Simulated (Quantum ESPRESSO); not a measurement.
Crystal: HfO2.

```
Hf O
1.0
     0.00000    2.55750    2.55750
     2.55750    0.00000    2.55750
     2.55750    2.55750    0.00000
Hf O
1 2
Direct
  0.00000 0.00000 0.00000
  0.75000 0.75000 0.75000
  0.25000 0.25000 0.25000
```

Measurements of this composition are mostly on another form, of space group No. 14.

Base run:

| Property | Result |
| --- | --- |
| Program | Quantum ESPRESSO 7.5 |
| Functional | PBE |
| Potentials or basis | SSSP 1.3 efficiency PBE |
| Cutoff | 816 eV |
| Density cutoff | 5987 eV |
| k mesh | 9 × 9 × 9 |
| Occupations | fermi-dirac, width 0.05 eV |
| Spin | no spin polarisation |
| Hubbard terms | Hf d U = 1 eV |

Its results: band gap on the k mesh 4.01 eV, indirect (least direct gap 4.12 eV); pressure -3.1 GPa.

**Question.** The run is repeated on the same cell with these changes: hubbard terms from Hf d U = 1 eV to none. What comes out?

**Answer.** Band gap on the k mesh 3.85 eV, indirect (least direct gap 3.96 eV); pressure -4.4 GPa.

The U term pushes filled and empty states of the shell apart.

Caveats: spin-orbit coupling is left out, which moves the levels of the heavy elements; an odd mesh through Γ misses points on the zone boundary, where band edges often lie.

Not every run made on this cell is shown here.
